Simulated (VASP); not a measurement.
Bi, 1 atom in the cell. The structure is cubic, space group Im-3m (No. 229). The conventional cell has a = 3.963 Å, b = 3.963 Å, c = 3.963 Å, α = 90.00°, β = 90.00°, γ = 90.00°. Bi (site symmetry m-3m) is surrounded by 8 Bi at 3.43 Å. This isn't the form of Bi at room conditions, which is rhombohedral.

| Item | Value |
| --- | --- |
| Program | VASP 6.6.1 |
| Task | single point |
| Functional | PBE |
| Potentials or basis | VASP PAW PBE potentials, release 64 (Bi_d) |
| Cutoff | 520 eV |
| k mesh | 9 × 9 × 9 |
| Occupations | gaussian, width 0.011 eV |
| Spin | no spin polarisation |
| Further INCAR settings | ALGO = Fast; EDIFF = 1e-06; NBANDS = 14 |

Potentials or basis: VASP PAW PBE potentials, release 64 (Bi_d).

Launch:

```bash
$ cat potpaw_PBE.64/Bi_d/POTCAR > POTCAR
$ mpirun -np 1 vasp_std > vasp.out
```

Hardware: 1 thread of Intel(R) Xeon(R) 6975P-C (Granite Rapids), on a shared host.

Q: Estimate the wall time of this run.

A: Wall time 16 s on 1 thread of Intel(R) Xeon(R) 6975P-C (Granite Rapids), with other jobs on the host, peak memory 0.15 GiB. Counts: scf iterations 12, k points 35.
